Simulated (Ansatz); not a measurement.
# Dielectric response of ZnS (10-10) films, part 2 of 5

Aim: the electronic and static ε of wurtzite ZnS (10-10) from films of three thicknesses in a field.

Ansatz 0.2.0; plane-wave DFT, PBE, Ansatz PAW (set soft_1); PAW set soft_1 (the session's first sound run).

So far. Step 2 (Relaxing the film, 12 atoms, units 3): The gap is 2.24 eV, with the valence edge 5.97 eV and the conduction edge 3.73 eV under the upper vacuum level.

## 3. Single point on the relaxed film, 12 atoms, units 3

The film was relaxed beforehand; a single point on the relaxed positions gives its levels and potential.

input.yaml

```yaml
crystal:
  lattice:
    - [3.82, 0.0, 0.0]
    - [0.0, 6.26, 0.0]
    - [0.0, 0.0, 25.7191730991]
  atoms:
    - { symbol: Zn, position: [0.0, 0.0437158478, 0.3685443891] }
    - { symbol: S, position: [0.0, 0.3797342165, 0.3409675472] }
    - { symbol: Zn, position: [0.5, 0.4815489856, 0.3858998741] }
    - { symbol: S, position: [0.5, 0.8650903971, 0.39322241] }
    - { symbol: Zn, position: [0.5, -0.0107065304, 0.4814759281] }
    - { symbol: S, position: [0.5, 0.3656170786, 0.4755953325] }
    - { symbol: Zn, position: [0.0, 0.48929347, 0.5185240716] }
    - { symbol: S, position: [0.0, 0.8656170784, 0.5244046681] }
    - { symbol: Zn, position: [0.0, -0.0184510125, 0.6141001254] }
    - { symbol: S, position: [0.0, 0.365090399, 0.6067775904] }
    - { symbol: Zn, position: [0.5, 0.5437158504, 0.6314556109] }
    - { symbol: S, position: [0.5, 0.8797342194, 0.6590324527] }
kpoints:
  mp_grid: { grid: [8, 4, 1] }
hamiltonian:
  xc: pbe
  pseudopotentials: { kind: paw, azcp: { folder: soft_1 } }
scf:
  occupations: { method: fixed }
  convergence: { dr2_threshold: 1.0e-09 }
efield:
  axis: 3
  dipole_correction: true
  ramp_position: 0.97
  ramp_width: 0.06
output:
  eigenvalues: true
  write_potential: true
  write_density: true
  volumetric_format: npy
```

Started as:

```
> ansatz run input.yaml --threads 4 --pin off --max-ram 8192MiB --backend cpu --events-out ev --progress --plain --runs-dir out
```

Numbers of over 12 decimals in the logs are rounded to 6 here.

The log of the run:

```text
[...]
Crystal: 12 atoms, lattice volume = 615.028 Å³
Basis set: ecut = 420 eV, 12077 PW (Γ)
Bands: 66, of which v1, the nominal top of the filled ones, is band 54 counted from 1 (53 counted from 0)
Symmetry: 2 space group operations
k-points: 15 of 32 (time reversal used)
[...]
SCF iter   1: F=—  HF=-25338.292312 eV  |F-HF|=—  |Δ(HF+E_count)|=         —  Δρ=3.04e-2  dr2=9.86e0  ethr=3.10e-3  p=-0.000 e·Å  D=-3.82e-14 V/Å  ΔV_dip=0.00 eV  dr2_dipole=1.47e-9  V_vac-E_F(+/−)=6.64/6.64 eV  ⟨swp⟩=7.2  Hψ=4778  notcnv=0  defer=131
[...]
SCF iter  13: F=-25335.242723 eV  HF=-25335.242723 eV  |F-HF|=4.87e-10  |Δ(HF+E_count)|=   1.24e-9  Δρ=3.95e-7  dr2=6.35e-10  ethr=1.00e-12  p=0.000 e·Å  D=2.04e-7 V/Å  ΔV_dip=-0.00 eV  dr2_dipole=4.80e-15  V_vac-E_F(+/−)=5.97/5.97 eV  ⟨swp⟩=20.5  Hψ=6051  notcnv=0
SCF 1 converged in 13 iterations: F = -25335.242723 eV  dr2 = 6.35e-10
[...]
WARN: The output density's exchange-correlation potential varies sharply where the density is thin. Do not read a vacuum level from v_tot or v_xc, or from such a field of the output density. On a cell that repeats whose density bears no net charge and no dipole along the vacuum's axis use v_es (v_loc + v_h of the components); under efield.dipole_correction with no amplitude use v_es + v_field, which holds any externa [...]
SCF converged after 13 iterations
Free energy (F): -25335.242723 eV
[...]
Internal energy: -25335.242723 eV  (E = F + TS)
E sigma→0 (E₀):  -25335.242723 eV
Fermi energy:    -1.427472 eV
Dipole field:    D = 0.000000 V/Å  (p = 0.000001 e·Å, saw-weighted, corrected)
Work function:   Φ+ = 5.9722 eV   Φ− = 5.9722 eV
[...]
--- Band table (eV; the first three rows and the last of 15) ---
  k-point 0: bands = [... 50 lower, -1.9804, -1.7311, -1.6163, -1.4275, 0.8165, 1.4859, 2.0021, 2.3518, ... 8 higher]
  k-point 1: bands = [... 50 lower, -1.9817, -1.9198, -1.7898, -1.5870, 1.5007, 1.6943, 2.0118, 2.0766, ... 8 higher]
  k-point 2: bands = [... 50 lower, -1.9940, -1.9940, -1.8914, -1.8914, 1.8903, 1.8903, 2.1110, 2.1110, ... 8 higher]
  k-point 14: bands = [... 50 lower, -2.8784, -2.8784, -2.5955, -2.5955, 2.0305, 2.0305, 2.4532, 2.4532, ... 8 higher]
```

It took 29 s on 4 threads of Arm Neoverse V1, shared host; peak memory 1.4 GiB; 1.9 min of CPU time.

Numbers from this step:

```yaml
dipole_along_the_normal: 8.73e-7 e·Å
```

Running mean over 3.308 Å of the planar mean; the ramp of the sawtooth is left out. Electron's electrostatic potential energy less the highest filled level against z:

z (Å), electron's electrostatic potential energy less the highest filled level (eV) and a bar from the least value:
```
        4       5.97 ##############################
        5       5.97 ##############################
        6       5.90 ##############################
        7       4.83 ##########################
        8       1.29 ################
        9      -2.55 ####
       10      -3.18 ##
       11      -3.73 
       12      -3.14 ##
       13      -3.24 ##
       14      -3.22 ##
       15      -3.68 
       16      -3.13 ##
       17      -1.83 ######
       18       2.56 ###################
       19       5.35 ############################
       20       5.94 ##############################
       21       5.97 ##############################
       22       5.97 ##############################
```

The gap is 2.24 eV, with the valence edge 5.97 eV and the conduction edge 3.73 eV under the upper vacuum level.

## 4. Atoms held, 12 atoms, units 3, field 0.05 V/Å

A sawtooth potential applies the field, turning back in the middle of the vacuum. With the dipole correction the typed value is the field outside the slab. The induced dipole is small, so the SCF threshold is tight.

input.yaml: that of step 3 with these lines changed.

```diff
@@ -25,3 +25,3 @@
   occupations: { method: fixed }
-  convergence: { dr2_threshold: 1.0e-09 }
+  convergence: { dr2_threshold: 1.0e-10 }
 efield:
@@ -31,4 +31,4 @@
   ramp_width: 0.06
+  amplitude: 0.05
 output:
-  eigenvalues: true
   write_potential: true
```

The log of the run:

```text
[...]
Crystal: 12 atoms, lattice volume = 615.028 Å³
Basis set: ecut = 420 eV, 12077 PW (Γ)
Bands: 66, of which v1, the nominal top of the filled ones, is band 54 counted from 1 (53 counted from 0)
Symmetry: 2 space group operations
k-points: 15 of 32 (time reversal used)
[...]
SCF iter   1: F=—  HF=-25338.293463 eV  |F-HF|=—  |Δ(HF+E_count)|=         —  Δρ=3.04e-2  dr2=9.86e0  ethr=3.10e-3  p=0.064 e·Å  D=1.87e-2 V/Å  ΔV_dip=-0.48 eV  dr2_dipole=2.88e-4  V_vac-E_F(+/−)=6.97/6.27 eV  ⟨swp⟩=7.1  Hψ=4668  notcnv=0  defer=134
[...]
SCF iter  15: F=-25335.244126 eV  HF=-25335.244126 eV  |F-HF|=3.64e-11  |Δ(HF+E_count)|=  4.95e-10  Δρ=6.84e-8  dr2=2.28e-11  ethr=1.00e-12  p=0.056 e·Å  D=1.65e-2 V/Å  ΔV_dip=-0.42 eV  dr2_dipole=2.42e-16  V_vac-E_F(+/−)=6.33/5.58 eV  ⟨swp⟩=1.5  Hψ=2792  notcnv=0
SCF 1 converged in 15 iterations: F = -25335.244126 eV  dr2 = 2.28e-11
[...]
SCF converged after 15 iterations
[...]
Free energy (F): -25335.244126 eV
[...]
Internal energy: -25335.244126 eV  (E = F + TS)
E sigma→0 (E₀):  -25335.244126 eV
Fermi energy:    -1.424089 eV
Dipole field:    D = 0.016513 V/Å  (p = 0.056125 e·Å, saw-weighted, corrected)
Work function:   not extracted (applied field tilts the vacuum); planar V_es + V_field profile in the machine report
[...]
--- Band table (eV; the first three rows and the last of 15) ---
  k-point 0: bands = [... 50 lower, -1.9803, -1.7301, -1.6194, -1.4241, 0.8154, 1.4861, 2.0018, 2.3475, ... 8 higher]
  k-point 1: bands = [... 50 lower, -1.9833, -1.9163, -1.7927, -1.5838, 1.4976, 1.6967, 2.0109, 2.0767, ... 8 higher]
  k-point 2: bands = [... 50 lower, -2.0170, -1.9706, -1.9164, -1.8660, 1.8758, 1.9035, 2.0908, 2.1301, ... 8 higher]
  k-point 14: bands = [... 50 lower, -2.8828, -2.8648, -2.6257, -2.5651, 2.0194, 2.0408, 2.4399, 2.4635, ... 8 higher]
```

Wall time 32 s (4 threads); peak memory 1.4 GiB.

Numbers from this step:

- gap on the k-mesh: 2.240 eV
- dipole along the normal: 0.05613 e·Å

The dipole is 0.0561 e·Å, and the gap on the mesh 2.240 eV.

## 5. Atoms held, 12 atoms, units 3, field -0.05 V/Å

input.yaml: that of step 4 with these lines changed.

```diff
@@ -31,3 +31,3 @@
   ramp_width: 0.06
-  amplitude: 0.05
+  amplitude: -0.05
 output:
```

The log of the run:

```text
[...]
Crystal: 12 atoms, lattice volume = 615.028 Å³
Basis set: ecut = 420 eV, 12077 PW (Γ)
Bands: 66, of which v1, the nominal top of the filled ones, is band 54 counted from 1 (53 counted from 0)
Symmetry: 2 space group operations
k-points: 15 of 32 (time reversal used)
[...]
k-point 0: bands = [... 50 lower, -1.9803, -1.7301, -1.6194, -1.4241, 0.8154, 1.4861, 2.0018, 2.3475, ... 8 higher]
  k-point 1: bands = [... 50 lower, -1.9833, -1.9163, -1.7928, -1.5838, 1.4976, 1.6967, 2.0109, 2.0767, ... 8 higher]
  k-point 2: bands = [... 50 lower, -2.0170, -1.9706, -1.9164, -1.8660, 1.8758, 1.9035, 2.0908, 2.1301, ... 8 higher]
  k-point 14: bands = [... 50 lower, -2.8828, -2.8648, -2.6257, -2.5651, 2.0194, 2.0408, 2.4399, 2.4635, ... 8 higher]
[key lines of the parts left out:]
SCF converged after 15 iterations
Free energy (F): -25335.244126 eV
Fermi energy:    -1.424088 eV
Dipole field:    D = -0.016512 V/Å  (p = -0.056124 e·Å, saw-weighted, corrected)
```

The job ended after 32 s (4 threads; peak memory 1.4 GiB; 2.1 min of CPU time).

The dipole is -0.0561 e·Å, and the gap on the mesh 2.240 eV.

## 6. Response with the atoms held, 12 atoms, units 3

This step: plane-wave DFT, PBE, Ansatz PAW (set soft_1); response to a field along the normal, atoms held; PAW set soft_1 (Ansatz 0.2.0).

The two fields give this film's response with the atoms held: the electronic part.

Numbers from this step:

| Property | Result |
| --- | --- |
| equivalent conductor thickness p/(ε₀AE) | 8.494 Å |
| distance between the outer atoms | 8.180 Å |
| thickness | 9.925 Å |
| inner field over outer field | 0.1668 |
| local ε in the middle | 5.994 |

Local field over the applied field, running mean. From the potentials at -0.05 and 0.05 V/Å; running mean over 3.308 Å, taken twice. The local field over applied field by z:

```csv
z (Å),local field over applied field
4.0,0.989
4.5,0.989
5.0,0.974
5.5,0.945
6.0,0.898
6.5,0.831
7.0,0.744
7.5,0.643
8.0,0.536
8.5,0.433
9.0,0.343
9.5,0.272
10.0,0.221
10.5,0.191
11.0,0.174
11.5,0.168
12.0,0.166
12.5,0.166
13.0,0.166
13.5,0.166
14.0,0.167
14.5,0.170
15.0,0.182
15.5,0.206
16.0,0.247
16.5,0.309
17.0,0.392
17.5,0.490
18.0,0.597
18.5,0.701
19.0,0.795
19.5,0.871
20.0,0.927
20.5,0.963
21.0,0.984
21.5,0.993
```

Electrons, planar mean, per unit field. The induced electron density by z:

```csv
z (Å),induced electron density (e/Å³ per V/Å)
4.0,1.5e-6
4.5,5.1e-6
5.0,1.6e-5
5.5,5.2e-5
6.0,1.5e-4
6.5,4.2e-4
7.0,0.00103
7.5,0.00211
8.0,0.00268
8.5,0.00201
9.0,0.00192
9.5,2.3e-4
10.0,-0.00143
10.5,-7.9e-4
11.0,-8.6e-5
11.5,2.3e-4
12.0,8.8e-4
12.5,0.00119
13.0,-5.6e-4
13.5,-0.00125
14.0,-4.3e-4
14.5,-6.1e-5
15.0,3.8e-4
15.5,0.00131
16.0,8.0e-4
16.5,-0.00144
17.0,-0.00197
17.5,-0.00239
18.0,-0.00254
18.5,-0.00147
19.0,-6.3e-4
19.5,-2.4e-4
20.0,-8.3e-5
20.5,-2.8e-5
21.0,-8.5e-6
21.5,-2.6e-6
```

By hand: between -0.05 and 0.05 V/Å the dipole changes by 0.1122 e·Å, a slope of 1.122 e·Å²/V. A perfect conductor of thickness t has p = ε₀AEt, so t = 180.95 × 1.122 / 23.913 = 8.49 Å (e/ε₀ = 180.95 V·Å, A in Å²).

The induced dipole is that of a conductor 8.49 Å thick.

## 7. Field on, atoms free, 12 atoms, field 0.05 V/Å

This step: plane-wave DFT, PBE, Ansatz PAW (set soft_1); PAW set soft_1 (Ansatz 0.2.0).

Now the atoms may follow the field. A weak field makes forces of meV/Å to tens of meV/Å, so the force tolerance is set well below the usual one.

input.yaml: that of step 5 with these lines changed.

```diff
@@ -31,3 +31,6 @@
   ramp_width: 0.06
-  amplitude: -0.05
+  amplitude: 0.05
+relax:
+  f_tol: 0.0006
+  max_steps: 70
 output:
```

The log of the run:

```text
[...]
Crystal: 12 atoms, lattice volume = 615.028 Å³
Basis set: ecut = 420 eV, 12077 PW (Γ), exchange–correlation on 54×90×360 points (8 copies of the dense FFT grid, shifted against one another)
Bands: 66, of which v1, the nominal top of the filled ones, is band 54 counted from 1 (53 counted from 0)
Symmetry: 2 space group operations
k-points: 15 of 32 (time reversal used)
[...]
SCF iter   1: F=—  HF=-25338.294549 eV  |F-HF|=—  |Δ(HF+E_count)|=         —  Δρ=3.04e-2  dr2=9.85e0  ethr=3.10e-3  p=0.064 e·Å  D=1.87e-2 V/Å  ΔV_dip=-0.48 eV  dr2_dipole=2.91e-4  V_vac-E_F(+/−)=6.97/6.27 eV  ⟨swp⟩=7.2  Hψ=4747  notcnv=0  defer=134
[...]
SCF iter  15: F=-25335.244042 eV  HF=-25335.244042 eV  |F-HF|=2.18e-10  |Δ(HF+E_count)|=  3.82e-10  Δρ=7.57e-8  dr2=2.58e-11  ethr=1.00e-12  p=0.056 e·Å  D=1.65e-2 V/Å  ΔV_dip=-0.42 eV  dr2_dipole=1.30e-15  V_vac-E_F(+/−)=6.33/5.58 eV  ⟨swp⟩=6.3  Hψ=6122  notcnv=0
SCF 1 converged in 15 iterations: F = -25335.244042 eV  dr2 = 2.58e-11
[...]
relax step   1: F+E_penalty+E_count = -25335.24404181 eV  Δ(F+E_penalty+E_count) = +0.000e0 eV  max|allowed force component| = 1.836e-2 eV/Å  Δτ_max = 0.0000 Å  (15 SCF iters, accepted)
[...]
SCF iter   8: F=-25335.244115 eV  HF=-25335.244115 eV  |F-HF|=3.64e-11  |Δ(HF+E_count)|=  1.46e-11  Δρ=8.00e-8  dr2=3.08e-11  ethr=1.00e-12  p=0.058 e·Å  D=1.71e-2 V/Å  ΔV_dip=-0.44 eV  dr2_dipole=9.63e-13  V_vac-E_F(+/−)=6.32/5.59 eV  ⟨swp⟩=7.0  Hψ=5749  notcnv=0
SCF 2 converged in 8 iterations: F = -25335.244115 eV  dr2 = 3.08e-11
relax step   2: F+E_penalty+E_count = -25335.24411475 eV  Δ(F+E_penalty+E_count) = -7.294e-5 eV  max|allowed force component| = 9.133e-3 eV/Å  Δτ_max = 0.0014 Å  (8 SCF iters, accepted)
SCF iter   1: F=—  HF=-25335.243768 eV  |F-HF|=—  |Δ(HF+E_count)|=         —  Δρ=1.94e-4  dr2=1.67e-3  ethr=9.49e-6  p=0.058 e·Å  D=1.71e-2 V/Å  ΔV_dip=-0.44 eV  dr2_dipole=8.59e-4  V_vac-E_F(+/−)=6.32/5.59 eV  ⟨swp⟩=5.9  Hψ=2346  notcnv=0  defer=150
[...]
SCF iter   9: F=-25335.243208 eV  HF=-25335.243208 eV  |F-HF|=3.64e-11  |Δ(HF+E_count)|=  3.60e-10  Δρ=1.11e-7  dr2=6.14e-11  ethr=1.00e-12  p=0.072 e·Å  D=2.11e-2 V/Å  ΔV_dip=-0.54 eV  dr2_dipole=6.72e-13  V_vac-E_F(+/−)=6.27/5.64 eV  ⟨swp⟩=8.0  Hψ=6019  notcnv=0
SCF 3 converged in 9 iterations: F = -25335.243208 eV  dr2 = 6.14e-11
relax step   3: F+E_penalty+E_count = -25335.24320761 eV  Δ(F+E_penalty+E_count) = +9.071e-4 eV  max|allowed force component| = 5.581e-2 eV/Å  Δτ_max = 0.0061 Å  (9 SCF iters, rejected (line search))
SCF iter   1: F=—  HF=-25335.244597 eV  |F-HF|=—  |Δ(HF+E_count)|=         —  Δρ=1.70e-4  dr2=1.25e-3  ethr=1.19e-5  p=0.072 e·Å  D=2.11e-2 V/Å  ΔV_dip=-0.54 eV  dr2_dipole=6.41e-4  V_vac-E_F(+/−)=6.27/5.64 eV  ⟨swp⟩=4.7  Hψ=2204  notcnv=0  defer=150
[...]
SCF iter   9: F=-25335.244138 eV  HF=-25335.244138 eV  |F-HF|=3.64e-12  |Δ(HF+E_count)|=  1.96e-10  Δρ=1.19e-7  dr2=6.61e-11  ethr=1.00e-12  p=0.060 e·Å  D=1.76e-2 V/Å  ΔV_dip=-0.45 eV  dr2_dipole=1.09e-12  V_vac-E_F(+/−)=6.32/5.59 eV  ⟨swp⟩=7.8  Hψ=5864  notcnv=0
SCF 4 converged in 9 iterations: F = -25335.244138 eV  dr2 = 6.61e-11
relax step   4: F+E_penalty+E_count = -25335.24413774 eV  Δ(F+E_penalty+E_count) = -2.299e-5 eV  max|allowed force component| = 2.816e-4 eV/Å  Δτ_max = 0.0007 Å  (9 SCF iters, accepted)
NSCF: frozen V_eff on 15 k-points
[...]
WARN: The input density's exchange-correlation potential varies sharply where the density is thin. Do not read a vacuum level from v_tot or v_xc, or from such a field of the output density. On a cell that repeats whose density bears no net charge and no dipole along the vacuum's axis use v_es (v_loc + v_h of the components); under efield.dipole_correction with no amplitude use v_es + v_field, which holds any external [...]
SCF converged after 9 iterations
[...]
Free energy (F): -25335.244138 eV
[...]
Internal energy: -25335.244138 eV  (E = F + TS)
E sigma→0 (E₀):  -25335.244138 eV
Fermi energy:    -1.426425 eV
Dipole field:    D = 0.017638 V/Å  (p = 0.059951 e·Å, saw-weighted, corrected)
Work function:   not extracted (applied field tilts the vacuum); planar V_es + V_field profile in the machine report
[...]
--- Forces (eV/Å), atoms counted from 1 ---
  atom   1  Zn    -0.00000000     0.00012941    -0.00009854
  atom   2  S      0.00000000    -0.00020785     0.00011789
  atom   3  Zn    -0.00000000    -0.00003537     0.00004142
  atom   4  S      0.00000000     0.00011520     0.00014702
  atom   5  Zn    -0.00000000     0.00012276     0.00001051
  atom   6  S      0.00000000    -0.00009958    -0.00017835
  atom   7  Zn    -0.00000000    -0.00012146    -0.00001074
  atom   8  S      0.00000000     0.00012147    -0.00025918
  atom   9  Zn    -0.00000000     0.00010644     0.00010198
  atom  10  S      0.00000000    -0.00028154     0.00003396
  atom  11  Zn    -0.00000000     0.00005526    -0.00007382
  atom  12  S      0.00000000     0.00009618     0.00016937
  max |Σ_I F_I| component: 1.52e-6 eV/Å
--- Band table (eV; the first three rows and the last of 15) ---
  k-point 0: bands = [... 50 lower, -1.9803, -1.7310, -1.6172, -1.4264, 0.8157, 1.4854, 2.0018, 2.3495, ... 8 higher]
  k-point 1: bands = [... 50 lower, -1.9830, -1.9180, -1.7906, -1.5860, 1.4992, 1.6947, 2.0111, 2.0765, ... 8 higher]
  k-point 2: bands = [... 50 lower, -2.0109, -1.9772, -1.9043, -1.8781, 1.8776, 1.9019, 2.1012, 2.1194, ... 8 higher]
  k-point 14: bands = [... 50 lower, -2.8826, -2.8717, -2.6165, -2.5741, 2.0232, 2.0369, 2.4455, 2.4593, ... 8 higher]
--- Relaxed structure (4 steps of the walk, 3 accepted, 0 SCFs on fresh bases) ---
  F+E_penalty+E_count = -25335.24413774 eV   max|allowed force component| = 2.816e-4 eV/Å
  atoms:
    - { symbol: Zn, position: [0, 0.043825, 0.368611] }
    - { symbol: S, position: [0, 0.379760, 0.340920] }
    - { symbol: Zn, position: [0.5, 0.481598, 0.385940] }
    - { symbol: S, position: [0.5, 0.865130, 0.393176] }
    - { symbol: Zn, position: [0.5, -0.010714, 0.481508] }
    - { symbol: S, position: [0.5, 0.365621, 0.475543] }
    - { symbol: Zn, position: [0, 0.489292, 0.518555] }
    - { symbol: S, position: [0, 0.865609, 0.524362] }
    - { symbol: Zn, position: [0, -0.018450, 0.614140] }
    - { symbol: S, position: [0, 0.365048, 0.606729] }
    - { symbol: Zn, position: [0.5, 0.543582, 0.631526] }
    - { symbol: S, position: [0.5, 0.879699, 0.658989] }
```

Wall time 73 s (4 threads); peak memory 1.3 GiB.

No atom moved by 0.005 Å in the relaxation.

This step gave:

```
gap on the k-mesh       : 2.242 eV
dipole along the normal : 0.05995 e·Å
```

The relaxation took 4 steps and lowered the energy by 9.6e-5 eV; the largest force on the free atoms ends at 2.8e-4 eV/Å.

The dipole is 0.0600 e·Å, and the gap on the mesh 2.242 eV.

## 8. Relaxing in the field, 12 atoms, field -0.05 V/Å

The opposite sign, again from the field-free geometry; the difference of the two cancels what relaxes without a field.

input.yaml: that of step 7 with these lines changed.

```diff
@@ -31,3 +31,3 @@
   ramp_width: 0.06
-  amplitude: 0.05
+  amplitude: -0.05
 relax:
```

The log of the run:

```text
[...]
Crystal: 12 atoms, lattice volume = 615.028 Å³
Basis set: ecut = 420 eV, 12077 PW (Γ), exchange–correlation on 54×90×360 points (8 copies of the dense FFT grid, shifted against one another)
Bands: 66, of which v1, the nominal top of the filled ones, is band 54 counted from 1 (53 counted from 0)
Symmetry: 2 space group operations
k-points: 15 of 32 (time reversal used)
[...]
- { symbol: S, position: [0.5, 0.865047, 0.393270] }
    - { symbol: Zn, position: [0.5, -0.010720, 0.481445] }
    - { symbol: S, position: [0.5, 0.365602, 0.475640] }
    - { symbol: Zn, position: [0, 0.489295, 0.518490] }
    - { symbol: S, position: [0, 0.865622, 0.524460] }
    - { symbol: Zn, position: [0, -0.018394, 0.614062] }
    - { symbol: S, position: [0, 0.365134, 0.606822] }
    - { symbol: Zn, position: [0.5, 0.543827, 0.631387] }
    - { symbol: S, position: [0.5, 0.879758, 0.659079] }
[key lines of the parts left out:]
SCF converged after 5 iterations
Free energy (F): -25335.244138 eV
Fermi energy:    -1.426435 eV
Dipole field:    D = -0.017641 V/Å  (p = -0.059958 e·Å, saw-weighted, corrected)
```

Run time: 75 s. Hardware: 4 threads; peak memory 1.3 GiB.

No atom moved by 0.005 Å in the relaxation.

The relaxation took 4 steps and lowered the energy by 9.6e-5 eV; the largest force on the free atoms ends at 3.1e-4 eV/Å.

The dipole is -0.0600 e·Å, and the gap on the mesh 2.242 eV.

(Part 2 of 5 ends here.)

[Logs are printed without paths, hosts, clocks, repeated set-up lines and the standing remarks that a program may print on its own settings, such as how far it seeks lower states.]

[Hosts, paths, dates, database ids (printed as entryN), source tags and the programs' standing remarks are cut or masked in the printed files.]

[Maps of the electrostatic potential energy from Ansatz leave out the sawtooth potential of an applied field or a dipole correction, so their vacuum need not be flat; planar profiles and work functions include it.]
